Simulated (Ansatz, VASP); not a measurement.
# GaSb in two plane-wave programs, part 2 of 2

Wanted: the spread between two codes on one cell, functional and k mesh. The cell is taken from a series of runs on this material, whose earlier steps may have relaxed, scaled, displaced or heated it; both programs get it as it stands.

VASP 6.6.1 and Ansatz 0.2.0.

So far: Starting point; VASP: zone-centre phonons, PBEsol.

### Step 3. Ansatz: zone-centre phonons, PBEsol

Level of this step: Ansatz beside VASP: Kohn-Sham DFT, plane waves, PBEsol (Ansatz).

Ansatz runs on its PAW soft_1 files.

The same cell, functional, mesh and smearing now go to Ansatz, which takes its cutoff from its data sets.

Contents of input.yaml:

```yaml
crystal:
  lattice:
    - [0.0, 3.0374194341, 3.1168836925]
    - [3.0374194341, 0.0, 3.1168836925]
    - [3.0374194341, 3.0374194341, 0.0]
  atoms:
    - { symbol: Ga, position: [0.0, 0.0, 0.0] }
    - { symbol: Sb, position: [0.75, 0.75, 0.75] }
kpoints:
  mp_grid: { grid: [12, 12, 12] }
hamiltonian:
  xc: pbesol
  pseudopotentials: { kind: paw, azcp: { folder: soft_1 }, xc_functional: pbe }
scf:
  occupations: { method: methfessel_paxton, width: 0.2 }
output:
  eigenvalues: true
phonons:
  method: dfpt
```

Run with:

```
ansatz run input.yaml --threads 4 --pin off --max-ram 10240MiB --backend cpu --events-out ev --progress --plain --runs-dir out
```

Numbers of over 12 decimals in the logs are rounded to 6 here.

Output:

```text
zone centre: on kpoints.mp_grid the ground state, and the responses unless they are solved on pairs of k-points, stand on 280 of the mesh's 1728 k-points, reduced under 4 symmetry operations, with k and −k counted as one. Each operation leaves every solved displacement unchanged or reverses it
Engine: ansatz 0.2.0, aarch64-unknown-linux-gnu
Pseudopotentials: kind: paw
Pseudopotential: Ga, paw, valence charge 13, recommended cutoff 420 eV (normal), soft_1/Ga.paw.azcp
Pseudopotential: Sb, paw, valence charge 15, recommended cutoff 420 eV (normal), soft_1/Sb.paw.azcp
Functional definition: PBEsol
  exchange = pbesol_x
  correlation = pbesol_c
Crystal: 2 atoms, lattice volume = 57.512 Å³
Basis set: ecut = 420 eV, 1131 PW (Γ), exchange–correlation on 60×60×60 points (8 copies of the dense FFT grid, shifted against one another)
Bands: 18, of which v1, the nominal top of the filled ones, is band 14 counted from 1 (13 counted from 0)
Symmetry: 8 space group operations
k-points: 280 of 1728 (irreducible under 4 space group operations, time reversal used)
Non-local potential: Ga, projectors of the file, l = 0: 2, l = 1: 2, l = 2: 3, l = 3: 1
Non-local potential: Sb, projectors of the file, l = 0: 2, l = 1: 2, l = 2: 2, l = 3: 1
PAW form: soft (Blöchl's): semilocal exchange-correlation on the pseudo side does not see the compensation charge
PAW frozen core: Ga, regenerated for the run's functional, and the local potential with it (the file was generated under x = pbe(κ = 0.804, μ = 0.219515), c = pbe(β = 0.066725))
PAW frozen core: Sb, regenerated for the run's functional, and the local potential with it (the file was generated under x = pbe(κ = 0.804, μ = 0.219515), c = pbe(β = 0.066725))
PAW one-centre angular grid: Ga, 590 points (default); XC on 64 Gauss nodes
PAW one-centre angular grid: Sb, 590 points (default); XC on 64 Gauss nodes
Initial density: superposition of atomic densities (chi_scale 0.1, normalization cell, long waves kept (reshape's long-wave potential 0.00 eV rms))
Initial wavefunctions: pseudopotential atomic-orbital guess
Functional: x = pbesol(κ = 0.804, μ = 0.123457), c = pbesol(β = 0.046)
SCF iter   1: F=—  HF=-10151.696277 eV  |F-HF|=—  |Δ(HF+E_count)|=         —  Δρ=3.15e-2  dr2=4.07e-1  ethr=3.10e-3  ⟨swp⟩=5.6  Hψ=25980  notcnv=0
preconditioner: auto → none  [insulator: Δε(μ)=0.280 eV  Ē_g=14.694 eV  σ=0.200 eV  W_gap=0.58  n_scr=14 (ndim 8)  ℏωp=20.8 eV  f_vac=0.007  D(μ)=0.03/eV (n_scr^D=0)  ε∞_Penn≈3.0]
SCF iter   2: F=—  HF=-10151.620236 eV  |F-HF|=—  |Δ(HF+E_count)|=   7.60e-2  S|Δr|=    0.00e0  Δρ=1.43e-2  dr2=6.87e-2  ethr=1.45e-3  ⟨swp⟩=2.0  Hψ=8388  notcnv=0
SCF iter   3: F=—  HF=-10151.618515 eV  |F-HF|=—  |Δ(HF+E_count)|=   1.72e-3  S|Δr|=    0.00e0  Δρ=4.98e-3  dr2=1.37e-2  ethr=2.45e-4  ⟨swp⟩=2.0  Hψ=8122  notcnv=0
SCF iter   4: F=—  HF=-10151.612445 eV  |F-HF|=—  |Δ(HF+E_count)|=   6.07e-3  S|Δr|=    0.00e0  Δρ=7.94e-4  dr2=2.03e-4  ethr=4.88e-5  ⟨swp⟩=2.0  Hψ=7561  notcnv=0
SCF iter   5: F=—  HF=-10151.612421 eV  |F-HF|=—  |Δ(HF+E_count)|=   2.39e-5  S|Δr|=    0.00e0  Δρ=3.59e-4  dr2=2.61e-5  ethr=7.26e-7  ⟨swp⟩=2.0  Hψ=7562  notcnv=0
SCF iter   6: F=—  HF=-10151.612425 eV  |F-HF|=—  |Δ(HF+E_count)|=   4.07e-6  S|Δr|=    0.00e0  Δρ=3.05e-5  dr2=4.10e-7  ethr=9.33e-8  ⟨swp⟩=2.0  Hψ=8761  notcnv=0
SCF iter   7: F=—  HF=-10151.612424 eV  |F-HF|=—  |Δ(HF+E_count)|=   8.94e-7  S|Δr|=    0.00e0  Δρ=6.24e-6  dr2=1.92e-8  ethr=1.46e-9  ⟨swp⟩=2.0  Hψ=8964  notcnv=0
SCF iter   8: F=—  HF=-10151.612424 eV  |F-HF|=—  |Δ(HF+E_count)|=   1.98e-8  S|Δr|=    0.00e0  Δρ=8.84e-7  dr2=4.52e-10  ethr=6.85e-11  ⟨swp⟩=2.3  Hψ=7308  notcnv=0
SCF iter   9: F=-10151.612424 eV  HF=-10151.612424 eV  |F-HF|=7.28e-12  |Δ(HF+E_count)|=  4.13e-10  S|Δr|=    0.00e0  Δρ=1.66e-7  dr2=9.35e-12  ethr=1.00e-12  ⟨swp⟩=5.0  Hψ=27937  notcnv=0
SCF 1 converged in 9 iterations: F = -10151.612424 eV  dr2 = 9.35e-12
  greatest PAW one-centre occupation: 0.996 electrons in one spin orbital (limit 2), on the Sb atom at site 1 (counted from 0), in its partial waves of l = 2
DFPT response loops at Γ: preconditioner auto → Kerker (q_TF=auto, 2.420 Å⁻¹) (partly filled bands, converged f_vac=0.078); β = 1.00, the filter's whole step (`scf.mixing.beta` (0.50) is not read by the response loops under this deck's `scf.mixing.preconditioner`; to damp them name `kerker` or `kerker_dos`, under which they read `scf.mixing.beta`, and type it under 1.00, their step now; both keys bind the ground state too); Broyden in place of MSR1
SCF converged after 9 iterations
Stability not checked: this state was not tested for a lower state beside it, because cold or Methfessel-Paxton smearing, or corrected tetrahedra, fill the levels in a way that the test cannot read (fill_not_monotonic; see scf.lower_state_search)
Free energy (F): -10151.612424 eV
Harris-Foulkes:  -10151.612424 eV  (|F-HF|=7.28e-12)
Internal energy: -10151.612907 eV  (E = F + TS)
E sigma→0 (E₀):  -10151.612545 eV
Entropy (-TS):   0.000483 eV (0.241 meV/atom)
Fermi energy:    7.685012 eV
Step filling:    the computed levels leave a gap of 0.0000 eV = 0.0 smearing widths at the electron count; against every level under it full and every level over it empty, smearing changes F+E_penalty+E_count by +0.149 meV and its σ→0 estimate by +0.028 meV
--- Per-component energies (eV) ---
  E_band       = -262.754042
  E_kinetic    = 275.532338
  E_local      = -3387.101723  (includes V_loc(G=0)·N_el)
  E_nonlocal   = 299.616939
  E_hartree    = 1730.481620
  E_xc         = -160.286623
  E_vxc        = -145.950252  (∫ρ·V_xc dr)
  E_paw        = -6420.689445  (= ΣΔE_a)
  E_vpaw       = -765.814484  (= ΣTr[D̂ρ^β])
  E_aug_tail   = -0.000067  (compensation charges beyond the density's cutoff)
  E_ewald      = -2490.360779
  E_core_change = 1.194834  (= ΣΔE_core)
  E_smearing   = 0.000483  (= −TS)
  E_closure    = -0.000000  (closes the sum)
  Σ components = -10151.612424   (vs F -10151.612424, Δ=0.00e0)
--- Band table (eV; the first three rows and the last of 280) ---
  k-point 0: bands = [... 10 lower, -3.8534, 7.5133, 7.5624, 7.6681, 7.6681, 10.3673, 10.3673, 10.4416]
  k-point 1: bands = [... 10 lower, -3.7821, 6.2771, 7.4394, 7.5499, 8.4640, 10.5374, 10.5406, 10.6722]
  k-point 2: bands = [... 10 lower, -3.5726, 4.8933, 7.1518, 7.2834, 8.5742, 10.9181, 10.9281, 11.5242]
  k-point 279: bands = [... 10 lower, -1.4869, 0.7508, 5.1588, 5.1588, 8.6054, 8.9009, 16.2622, 16.2622]
--- Phonons (Γ-DFPT): 4 representative perturbations + reference, on 280 of 1728 k-points (Σ response iterations 12) ---
  k mesh reduced under 4 symmetry operations, with k and −k counted as one. Each operation leaves every solved displacement unchanged or reverses it
  ASR residual: 2.363e-4 → 0.000e0 eV/Å²; symmetrization residual: 4.504e-6 eV/Å²
  ASR residual per site (eV/Å²): 2.36e-4 7.55e-5
  Γ frequencies (cm⁻¹): 0.00 0.00 0.00 215.56 216.76 216.76
  non-analytic LO–TO correction: not included (Born effective charges unavailable; polar crystals: no LO–TO splitting at Γ)
```

### Step 4. Comparison

Known differences besides the potentials themselves: the data sets hold 28 valence electrons in Ansatz (on its PAW soft_1 files) and 18 in VASP; the cutoff is 420 eV in Ansatz and 500 eV in VASP; Ansatz makes its cores anew for this functional, VASP keeps those of its PBE data sets. Total energies have different zeros and are not compared.

Both answers:

```csv
quantity,Ansatz,VASP,difference
optical mode 1 (cm⁻¹),215.6,216.8,-0.59 %
optical mode 2 to 3 (cm⁻¹),216.8,217.8,-0.46 %
```

Modes are paired by rising frequency, not by their patterns, so a pair may set unlike modes beside each other; they are those without the splitting of longitudinal modes.

### Step 5. Outcome

```json
{"r.m.s. difference of the optical zone-centre modes, each program's sorted by frequency (zone-centre phonons, PBEsol)": "1.1 cm⁻¹", "difference in optical mode 1 (zone-centre phonons, PBEsol)": "-0.6 %"}
```

What this shows: The r.m.s. difference of the optical zone-centre modes, each program's sorted by frequency is 1.1 cm⁻¹ (zone-centre phonons, PBEsol). The data sets hold unlike numbers of valence electrons (28 in Ansatz and 18 in VASP), so part of the differences comes from the potentials. Among the rows given in per cent, the largest difference of the zone-centre phonons, PBEsol pair is in optical mode 1, -0.6 %. Such differences can come from data sets, numerical settings and the points named under the comparisons, not from the functional's error against experiment.

[Lines on the potential files, build, host, timing and source positions are cut from VASP's logs without a mark.]

[Logs are printed without paths, hosts, clocks, repeated set-up lines and the standing remarks that a program may print on its own settings, such as how far it seeks lower states.]

[Hosts, paths, dates, database ids (printed as entryN), source tags and the programs' standing remarks are cut or masked in the printed files.]
